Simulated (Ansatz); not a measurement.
## V under changes of volume

One of the cells (13.872 Å³/atom); the others are scaled copies at fixed shape and fractional positions:

```
V
1.0
     2.60429    0.00000    0.00000
    -1.30215    2.25538    0.00000
     0.00000    0.00000    4.72334
V
2
Cartesian
  0.0000 1.5036 1.1808
  1.3021 0.7518 3.5425
```

This isn't the form of V at room conditions, which is bcc.

```yaml
Program: Ansatz 0.2.0
Functional: PBEsol
Potentials_or_basis: Ansatz PAW
Cutoff: "420 eV (not typed: the program's choice for these potentials)"
k_mesh: 12 × 12 × 6
Occupations: fermi-dirac, width 0.05 eV
Spin: collinear spin, ferromagnetic start
Starting_moments: "[2.0, 2.0] μB"
```

```csv
volume (Å³/atom),energy over the lowest point (meV/atom),pressure (GPa)
13.039,2.96,4.0
13.317,0.00,-0.2
13.594,3.83,-3.9
13.872,?,?
14.149,29.22,-10.2
14.427,49.65,-13.0
14.704,74.57,-15.4
```

Problem. What does the run at 13.872 Å³/atom give?

Solution. Energy over the lowest point 13.76 meV/atom; pressure -7.2 GPa.

Worked out: A Birch-Murnaghan fit of order 3 (a polynomial in V^(-2/3)) to the other rows has its minimum at 13.29 Å³/atom with B0 = V·E''(V) = 189 GPa and B' = 3.9 at fixed shape and positions, which overstates the stiffness. It gives 13.78 meV/atom at 13.872 Å³/atom, against the run's 13.76, and -dE/dV = -7.4 GPa, against -7.2.

Energies are extrapolated to zero smearing.

Caveats: the PAW data sets come from PBE, with cores solved anew for the run's functional, which leaves a small shift of forces and pressure; the starting moments weren't kept.
